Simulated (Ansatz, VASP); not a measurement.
**Cross-check of C62N between VASP and Ansatz**

One calculation is typed for both programs; each brings its own data sets. How far apart do they land? The cell is taken from a series of runs on this material, whose earlier steps may have relaxed, scaled, displaced or heated it; both programs get it as it stands.

Method: plane waves, with VASP 6.6.1 beside it; single point at HSE06, in Ansatz 0.2.0.

## (1) The structure

The cell holds 63 atoms: 62 C and 1 N. Its edges and angles: a = 7.143 Å, b = 7.143 Å, c = 7.143 Å, α = 90.0°, β = 90.0°, γ = 90.0°. It derives from C (C (Fd-3m)). Nearest the centre at fractional (0.438, 0.438, 0.562): N63 at 0.91 Å, C41 at 1.92 Å, C12 at 1.93 Å, C26 at 1.93 Å, C37 at 2.09 Å, C59 at 2.09 Å, C22 at 2.10 Å, C44 at 2.62 Å. The cell carries charge −1.

## (2) Ansatz: single point, HSE06

Ansatz runs on its default PAW (the set named soft_2) files.

A single point gives forces, pressure and levels at one fixed geometry, so differences don't come from the geometry; what else differs is listed under the comparison.

Input file input.yaml:

```yaml
crystal:
  lattice:
    - [7.14312472, 0.0, 0.0]
    - [0.0, 7.14312472, 0.0]
    - [0.0, 0.0, 7.14312472]
  atoms:
    - { symbol: C, position: [-0.00034512473, 9.6543e-07, 5.378828e-05] }
    - { symbol: C, position: [0.00099212497, 0.25032236744, 0.25084683171] }
    - { symbol: C, position: [0.24997640777, 0.00133827592, 0.25084671509] }
    - { symbol: C, position: [0.25006138728, 0.25040728782, 0.00092747529] }
    - { symbol: C, position: [0.12509243963, 0.12543854368, 0.1256244829] }
    - { symbol: C, position: [0.12672269448, 0.37685997567, 0.3766876671] }
    - { symbol: C, position: [0.37651408742, 0.12706809134, 0.37668765892] }
    - { symbol: C, position: [0.375670784, 0.37601706702, 0.12606201999] }
    - { symbol: C, position: [0.00034519298, 0.00069080518, 0.49976221633] }
    - { symbol: C, position: [-0.00121872963, 0.25040732924, 0.74964740305] }
    - { symbol: C, position: [0.25006138996, -0.00087279085, 0.74964737348] }
    - { symbol: C, position: [0.25114987391, 0.25149536472, 0.50445208902] }
    - { symbol: C, position: [0.12386102527, 0.12420709463, 0.62527659749] }
    - { symbol: C, position: [0.12386120196, 0.37477808248, 0.87584756362] }
    - { symbol: C, position: [0.37443218281, 0.12420673056, 0.87584809044] }
    - { symbol: "N", position: [0.36405211644, 0.36439717292, 0.63565768918] }
    - { symbol: C, position: [0.00034533057, 0.50029253469, -0.00063642666] }
    - { symbol: C, position: [-0.00062399663, 0.74997430429, 0.25008030633] }
    - { symbol: C, position: [0.25088943101, 0.50279767395, 0.25057198897] }
    - { symbol: C, position: [0.24997624496, 0.74920798031, -0.00128356441] }
    - { symbol: C, position: [0.12346521333, 0.6243026501, 0.12343121332] }
    - { symbol: C, position: [0.12346527529, 0.87662335889, 0.37575204158] }
    - { symbol: C, position: [0.361998797, 0.63810893209, 0.36194595094] }
    - { symbol: C, position: [0.37529095924, 0.87643343813, 0.12362092785] }
    - { symbol: C, position: [-0.00030019429, 0.50028125293, 0.49977350687] }
    - { symbol: C, position: [0.00099221781, 0.74920780465, 0.74973238494] }
    - { symbol: C, position: [0.25114996986, 0.49560270803, 0.74855899384] }
    - { symbol: C, position: [0.25088943136, 0.74948268655, 0.4972570087] }
    - { symbol: C, position: [0.12672262684, 0.62336721792, 0.6231947618] }
    - { symbol: C, position: [0.12509243946, 0.87443019562, 0.87461615222] }
    - { symbol: C, position: [0.37651389009, 0.62336705273, 0.87298643183] }
    - { symbol: C, position: [0.3756707305, 0.87399254002, 0.62403784] }
    - { symbol: C, position: [0.49994663712, 0.00069080872, -0.00063626677] }
    - { symbol: C, position: [0.50245141665, 0.2512351517, 0.25057171294] }
    - { symbol: C, position: [0.74962805284, -0.00027791701, 0.25008075439] }
    - { symbol: C, position: [0.74886187605, 0.25032245281, -0.00128340303] }
    - { symbol: C, position: [0.62395659186, 0.12381107722, 0.12343138401] }
    - { symbol: C, position: [0.63776466067, 0.36234270803, 0.36194409332] }
    - { symbol: C, position: [0.87627749877, 0.12381101314, 0.37575214304] }
    - { symbol: C, position: [0.87608770297, 0.37563688142, 0.12362100683] }
    - { symbol: C, position: [0.49993509795, 4.510755e-05, 0.49977361983] }
    - { symbol: C, position: [0.4952568336, 0.25149485415, 0.74855957901] }
    - { symbol: C, position: [0.74886187718, 0.00133823172, 0.74973218872] }
    - { symbol: C, position: [0.74913703869, 0.25123501146, 0.49725731274] }
    - { symbol: C, position: [0.6230211404, 0.12706785579, 0.62319473243] }
    - { symbol: C, position: [0.62302105901, 0.37685977514, 0.87298656918] }
    - { symbol: C, position: [0.87408417139, 0.12543850443, 0.87461625362] }
    - { symbol: C, position: [0.87364697125, 0.37601698972, 0.62403782682] }
    - { symbol: C, position: [0.49993502509, 0.5002810517, 9.17955e-06] }
    - { symbol: C, position: [0.49847278775, 0.7495062658, 0.25054822203] }
    - { symbol: C, position: [0.74916057999, 0.49881940073, 0.25054812303] }
    - { symbol: C, position: [0.74962820913, 0.74997406097, 0.00033249091] }
    - { symbol: C, position: [0.62419065294, 0.62453677917, 0.12559861589] }
    - { symbol: C, position: [0.62419068101, 0.87445574843, 0.37551787374] }
    - { symbol: C, position: [0.87411026104, 0.62453671072, 0.37551797441] }
    - { symbol: C, position: [0.87430715938, 0.87465336948, 0.12540133711] }
    - { symbol: C, position: [0.50245140038, 0.74948290637, 0.7488195119] }
    - { symbol: C, position: [0.74913677921, 0.50279731468, 0.74881941755] }
    - { symbol: C, position: [0.74916039724, 0.74950626372, 0.50123553505] }
    - { symbol: C, position: [0.63776371359, 0.63810976274, 0.63771100588] }
    - { symbol: C, position: [0.62395659163, 0.87662339366, 0.87624340862] }
    - { symbol: C, position: [0.87627749651, 0.62430256805, 0.87624353601] }
    - { symbol: C, position: [0.87608769172, 0.87643334898, 0.62441781986] }
  host:
    repeats: [2, 2, 2]
    atoms:
      - { symbol: C, position: [0.0, 0.0, 0.0] }
      - { symbol: C, position: [0.0, 0.5, 0.5] }
      # ... 6 more atoms of the perfect host
total_charge: -1
basis:
  ecutwfc: 420
  xc_grid: 2
hamiltonian:
  xc: hse06
kpoints:
  mp_grid: { grid: [1, 1, 1] }
magnetization:
  spin_polarized: true
  initial_magnetization: 2
  spin_locking: { lock_magnetization: hard }
scf:
  occupations: { method: fermi_dirac, width: 0.01 }
  max_iter: 80
  n_extra_bands: 16
  lower_state_search: "off"
output:
  forces: true
checkpoint:
  read: "../exc.ground.qm1_M2.run"
  write: "../exc0_qm1_M2.ground.l0.75.run"
  compress: false
  write_wavefunctions: false
  write_every: 100000
```

Command:

```console
$ ansatz run input.yaml --threads 4 --pin off --max-ram 11304MiB --backend cpu --events-out ev --progress --plain --runs-dir out
```

Log:

```text
Warning: the atoms were moved onto the symmetric positions of the space group found under crystal.symmetry.tolerance 1.0e-5 (fractional; no operation is sought that the atoms, as they stand in a round, miss by more than twice it, and no atom is moved by as much as it), and the run uses the moved positions. Before a round's move an operation carried an atom to 2.20e-5 Å from where it should land, the largest such dist [...]
[...]
Free energy (F): -15912.612945 eV
Frozen-core exchange: fock
Harris-Foulkes:  -15912.612945 eV  (|F-HF|=2.55e-10)
Internal energy: -15912.612945 eV  (E = F + TS)
E sigma→0 (E₀):  -15912.612945 eV
Fermi energy:    15.183680 (↑ 15.865581, ↓ 15.166417) eV
--- Per-component energies (eV) ---
  E_band       = 651.998681
  E_kinetic    = 5873.637819
  E_local      = -4188.097831  (includes V_loc(G=0)·N_el)
  E_nonlocal   = 1666.496977
  E_hartree    = 967.711026
  E_xc         = -2500.749166
  E_vxc        = -3074.380420  (∫ρ·V_xc dr)
  E_exx        = -582.882589  (= α·E_x^exact, valence–valence)
  E_paw        = -6284.821672  (= ΣΔE_a)
  E_vpaw       = -395.315774  (= ΣTr[D̂ρ^β])
  E_aug_tail   = 0.000653  (compensation charges beyond the density's cutoff)
  E_ewald      = -10862.818485
  E_core_change = -1.089678  (= ΣΔE_core)
  E_smearing   = -0.000000  (= −TS)
  E_closure    = 0.000001  (closes the sum)
  E_deformation_potential = -21.108035  (in the stress; not in F)
  Σ components = -15912.612945   (vs F -15912.612945, Δ=0.00e0)
--- Forces (eV/Å), atoms counted from 1 ---
  atom   1  C     -0.01553921    -0.01553921     0.01553921
  atom   2  C     -0.04015350    -0.01659246    -0.02960695
  atom   3  C     -0.01659246    -0.04015350    -0.02960695
  atom   4  C     -0.03712918    -0.03712918    -0.00395592
  atom   5  C      0.04410596     0.04410596    -0.01389388
  atom   6  C      0.05722947     0.02079001     0.00876176
  atom   7  C      0.02079001     0.05722947     0.00876176
  atom   8  C      0.01084538     0.01084538    -0.04714543
  atom   9  C     -0.10580281    -0.10580281     0.19962813
  atom  10  C      0.00395592    -0.03712918     0.03712918
  atom  11  C     -0.03712918     0.00395592     0.03712918
  atom  12  C     -0.09870831    -0.09870831     0.35945076
  atom  13  C      0.05771987     0.05771987    -0.21128343
  atom  14  C      0.05771987     0.21128343    -0.05771987
  atom  15  C      0.21128343     0.05771987    -0.05771987
  atom  16  N     -0.22627140    -0.22627140     0.22627140
  atom  17  C     -0.10580281    -0.19962813     0.10580281
  atom  18  C     -0.09005996    -0.02569133     0.02569133
  atom  19  C     -0.03192594    -0.32980313     0.02931367
  atom  20  C     -0.01659246     0.02960695     0.04015350
  atom  21  C      0.09360272     0.16746864    -0.01568233
  atom  22  C      0.09360272     0.01568233    -0.16746864
  atom  23  C      0.86165919    -0.12861427     0.12861427
  atom  24  C      0.19921401     0.08316568    -0.08316568
[...]
atom  56  C      0.07619591     0.07619591    -0.07619591
  atom  57  C     -0.32980313    -0.02931367     0.03192594
  atom  58  C     -0.02931367    -0.32980313     0.03192594
  atom  59  C      0.17347475     0.17347475     0.30562480
  atom  60  C     -0.12861427    -0.12861427    -0.86165919
  atom  61  C      0.16746864     0.01568233    -0.09360272
  atom  62  C      0.01568233     0.16746864    -0.09360272
  atom  63  C      0.08316568     0.08316568    -0.19921401
  max |Σ_I F_I| component: 1.88e-5 eV/Å
--- Band table (eV) ---
  k-point 0 ↑: bands = ["-11.2850", "-9.5481", "-8.8245", "-8.8245", "-8.7193", "-8.7193", "-8.3980", "-7.3613", "-6.5082", "-6.5082", "-6.4780", "-6.4780", "-6.4058", "-6.4058", "-6.3893", "-6.2759", "-6.2207", "-6.2207", "-5.6922", "-5.2557", "-4.9821", "-4.9821", "-4.4042", "-2.2869", "-2.2869", "-2.2685", "-2.2216", "-2.1203", "-1.8115", "-1.8115", "-1.7036", "-1.7036", "-1.6231", "-1.3786", "-1.1330", "-1.1330", [...]
  k-point 0 ↓: bands = ["-11.2542", "-9.5317", "-8.7990", "-8.7990", "-8.6615", "-8.6615", "-8.3492", "-7.3418", "-6.4845", "-6.4845", "-6.4359", "-6.4359", "-6.3561", "-6.3390", "-6.3390", "-6.2626", "-6.1702", "-6.1702", "-5.6386", "-5.2337", "-4.9086", "-4.9086", "-4.2093", "-2.2662", "-2.2662", "-2.2425", "-2.1990", "-2.0323", "-1.7917", "-1.7917", "-1.6545", "-1.6545", "-1.5915", "-1.3328", "-1.1195", "-1.1195", [...]
  guard bands above this table: 15 of the run's 144 bands. The solve was not asked for them (output.publish_guard_bands: true or output.eigenvalues: true publishes all)
```

## (3) VASP: single point, HSE06

The same cell, functional, mesh and smearing now go to VASP, with its own data sets.

Lines of VASP's logs that name or quote its potential files are left out, and so is its time.

The run reads the wave functions of an earlier VASP run, which isn't shown here.

Input file INCAR:

```
SYSTEM = C62N
PREC = Accurate
ENCUT = 520
EDIFF = 1E-06
NELM = 100
ISMEAR = -1
SIGMA = 0.01
LREAL = Auto
ALGO = Normal
LHFCALC = .TRUE.
AEXX = 0.25
GGA = PE
HFSCREEN = 0.208
LASPH = .TRUE.
NELECT = 254
NBANDS = 171
ISPIN = 2
MAGMOM = 0 -0 -0 -0 0 0.01 0.01 0.01 0.01 -0 -0 -0 0 0 0 0.01 -0 -0.01 -0 0.02 0.02 0.26 0.02 -0 -0 -0 -0.01 0.01 0 0.01 0.01 0.01 -0.01 -0 -0 0.02 0.26 0.02 0.02 -0 -0 -0 -0.01 0.01 0.01 0 0.01 -0 -0.01 -0.01 -0 0.01 0.01 0.01 0 -0.01 -0.01 -0.01 0.26 0.02 0.02 0.02 0
PRECFOCK = Fast
LORBIT = 11
LWAVE = .FALSE.
LCHARG = .FALSE.
ISIF = 2
NUPDOWN = 2
```

Input file POSCAR:

```
C62N
1.0
    7.1431247189      0.0000000000      0.0000000000
    0.0000000000      7.1431247189      0.0000000000
    0.0000000000      0.0000000000      7.1431247189
C N
62 1
Direct
    0.9996548753      0.0000009654      0.0000537883
    0.0009921250      0.2503223674      0.2508468317
    0.2499764078      0.0013382759      0.2508467151
    0.2500613873      0.2504072878      0.0009274753
    0.1250924396      0.1254385437      0.1256244829
    0.1267226945      0.3768599757      0.3766876671
    0.3765140874      0.1270680913      0.3766876589
    0.3756707840      0.3760170670      0.1260620200
    0.0003451930      0.0006908052      0.4997622163
    0.9987812704      0.2504073292      0.7496474030
    0.2500613900      0.9991272092      0.7496473735
    0.2511498739      0.2514953647      0.5044520890
    0.1238610253      0.1242070946      0.6252765975
    0.1238612020      0.3747780825      0.8758475636
    0.3744321828      0.1242067306      0.8758480904
    0.0003453306      0.5002925347      0.9993635733
    0.9993760034      0.7499743043      0.2500803063
    0.2508894310      0.5027976739      0.2505719890
    0.2499762450      0.7492079803      0.9987164356
    0.1234652133      0.6243026501      0.1234312133
    0.1234652753      0.8766233589      0.3757520416
    0.3619987970      0.6381089321      0.3619459509
    0.3752909592      0.8764334381      0.1236209279
    0.9996998057      0.5002812529      0.4997735069
    0.0009922178      0.7492078046      0.7497323849
    0.2511499699      0.4956027080      0.7485589938
    0.2508894314      0.7494826866      0.4972570087
    0.1267226268      0.6233672179      0.6231947618
    0.1250924395      0.8744301956      0.8746161522
    0.3765138901      0.6233670527      0.8729864318
    0.3756707305      0.8739925400      0.6240378400
    0.4999466371      0.0006908087      0.9993637332
    0.5024514166      0.2512351517      0.2505717129
    0.7496280528      0.9997220830      0.2500807544
    0.7488618760      0.2503224528      0.9987165970
    0.6239565919      0.1238110772      0.1234313840
    0.6377646607      0.3623427080      0.3619440933
    0.8762774988      0.1238110131      0.3757521430
    0.8760877030      0.3756368814      0.1236210068
    0.4999350980      0.0000451076      0.4997736198
    0.4952568336      0.2514948542      0.7485595790
    0.7488618772      0.0013382317      0.7497321887
    0.7491370387      0.2512350115      0.4972573127
    0.6230211404      0.1270678558      0.6231947324
    0.6230210590      0.3768597751      0.8729865692
    0.8740841714      0.1254385044      0.8746162536
    0.8736469713      0.3760169897      0.6240378268
    0.4999350251      0.5002810517      0.0000091796
    0.4984727878      0.7495062658      0.2505482220
    0.7491605800      0.4988194007      0.2505481230
    0.7496282091      0.7499740610      0.0003324909
    0.6241906529      0.6245367792      0.1255986159
    0.6241906810      0.8744557484      0.3755178737
    0.8741102610      0.6245367107      0.3755179744
    0.8743071594      0.8746533695      0.1254013371
    0.5024514004      0.7494829064      0.7488195119
    0.7491367792      0.5027973147      0.7488194176
    0.7491603972      0.7495062637      0.5012355350
    0.6377637136      0.6381097627      0.6377110059
    0.6239565916      0.8766233937      0.8762434086
    0.8762774965      0.6243025681      0.8762435360
    0.8760876917      0.8764333490      0.6244178199
    0.3640521164      0.3643971729      0.6356576892
```

Input file KPOINTS:

```
Automatic mesh
0
Gamma
1 1 1
0 0 0
```

Potentials, in the order of the species: C and N (PBE family, release 64).

Command:

```console
$ export OMP_NUM_THREADS=4
$ mpirun -np 1 vasp_gam
```

Log:

```text
[banner, memory and clock lines left out]
running    1 mpi-ranks, on    1 nodes
[...]
Offloading initialized ...    1 GPUs detected
[...]
LDA part: xc-table for (Slater+PW92), standard interpolation
 found WAVECAR, reading the header
 POSCAR, INCAR and KPOINTS ok, starting setup
[...]
reading WAVECAR
 the WAVECAR file was read successfully
 initial charge from wavefunction
 entering main loop
       N       E                     dE             d eps       ncg     rms          rms(c)
DAV:   1    -0.642098857185E+03   -0.64210E+03   -0.85698E+00   736   0.779E+00    0.411E+00
DAV:   2    -0.642128070175E+03   -0.29213E-01   -0.17404E-01   784   0.983E-01    0.246E+00
DAV:   3    -0.642110442756E+03    0.17627E-01   -0.18333E-02   816   0.339E-01    0.134E+00
DAV:   4    -0.642105454648E+03    0.49881E-02   -0.55789E-03   808   0.188E-01    0.709E-01
[...]
DAV:   9    -0.642103556286E+03    0.90640E-05   -0.46304E-06   741   0.648E-03    0.336E-02
DAV:  10    -0.642103554072E+03    0.22146E-05   -0.13081E-06   453   0.359E-03    0.185E-02
DAV:  11    -0.642103553783E+03    0.28816E-06   -0.45063E-07   429   0.224E-03
   1 F= -.64210355E+03 E0= -.64210355E+03  d E =-.658987E-12  mag=     2.0000
```

From OUTCAR (step 3):

```text
  FREE ENERGIE OF THE ION-ELECTRON SYSTEM (eV)
  ---------------------------------------------------
  free  energy   TOTEN  =      -642.1035537834 eV

  energy  without entropy=     -642.1035537833  energy(sigma->0) =     -642.10355378

 magnetization (x)
# of ion       s       p       d       tot
------------------------------------------
    1       -0.000   0.001   0.000   0.001
    2       -0.000  -0.002   0.000  -0.002
    3       -0.000  -0.002   0.000  -0.002
    4       -0.000  -0.001   0.000  -0.002
    5        0.000   0.002   0.000   0.002
    6        0.001   0.007   0.000   0.008
    7        0.001   0.007   0.000   0.008
    8        0.001   0.011   0.000   0.012
    9       -0.000   0.011   0.000   0.011
   10       -0.000  -0.001   0.000  -0.002
   11       -0.000  -0.001   0.000  -0.002
   12       -0.000  -0.000   0.000  -0.000
   13        0.000   0.003   0.000   0.004
[...]
--------------------------------------------------
tot          0.126   1.167   0.000   1.294

[... 1 further part left out ...]
```

The run ends at a pressure of -0.51 GPa, with forces up to 0.89 eV/Å.

## (4) Side by side

Known differences besides the potentials themselves: exact exchange at q = 0 is treated differently, which shows on coarse meshes; VASP keeps PBE cores, Ansatz makes them for the functional; the cutoff is 420 eV in Ansatz and 520 eV in VASP (PREC = Accurate, projectors in real space); VASP takes a coarser grid for exact exchange (PRECFOCK = Fast); site moments are counted in spheres of each program's own size. Total energies have different zeros and are not compared.

Compared:

```
                             quantity  Ansatz  VASP  difference
total moment, fixed by the input (μB)    2.00  2.00        0.00
                   moment on C22 (μB)    0.26  0.35       -0.09
                   moment on C37 (μB)    0.26  0.35       -0.09
                   moment on C59 (μB)    0.26  0.35       -0.09
```

Forces on 10 of the 63 atoms, those with the largest forces and the largest differences (eV/Å; atoms numbered as in POSCAR):

```
atom          Ansatz x, y, z            VASP x, y, z
 C12   -0.099, -0.099, 0.359   -0.098, -0.098, 0.333
 C22    0.862, -0.129, 0.129    0.869, -0.136, 0.136
 C26   -0.099, -0.359, 0.099   -0.098, -0.333, 0.098
 C37    -0.129, 0.862, 0.129    -0.136, 0.869, 0.136
 C41   -0.359, -0.099, 0.099   -0.333, -0.098, 0.098
 C49   -0.306, 0.173, -0.173   -0.289, 0.171, -0.171
 C50   0.173, -0.306, -0.173   0.171, -0.289, -0.171
 C58     0.173, 0.173, 0.306     0.171, 0.171, 0.289
 C59  -0.129, -0.129, -0.862  -0.136, -0.136, -0.869
 N63   -0.226, -0.226, 0.226   -0.222, -0.222, 0.222
```

The forces differ by 5.8 meV/Å r.m.s., which is 3.6 % of the r.m.s. force of 0.162 eV/Å (both taken over all components). The cell carries a charge of -1 e against a uniform background, so its pressure also hangs on how the neutralising background is counted, and in a defect's cell a gap may be the spacing between its levels.

## (5) What came out

```
r.m.s. force difference (single point, HSE06) : 5.8 meV/Å
```

**Reading.** The r.m.s. force difference is 5.8 meV/Å (single point, HSE06), within the 12 meV/Å picked in this series as the mark of a large difference. How closely two codes agree says nothing of how well the functional describes the real material.

[Lines on the potential files, build, host, timing and source positions are cut from VASP's logs without a mark.]

[Logs are printed without paths, hosts, clocks, repeated set-up lines and the standing remarks that a program may print on its own settings, such as how far it seeks lower states.]

[Hosts, paths, dates, database ids (printed as entryN), source tags and the programs' standing remarks are cut or masked in the printed files.]
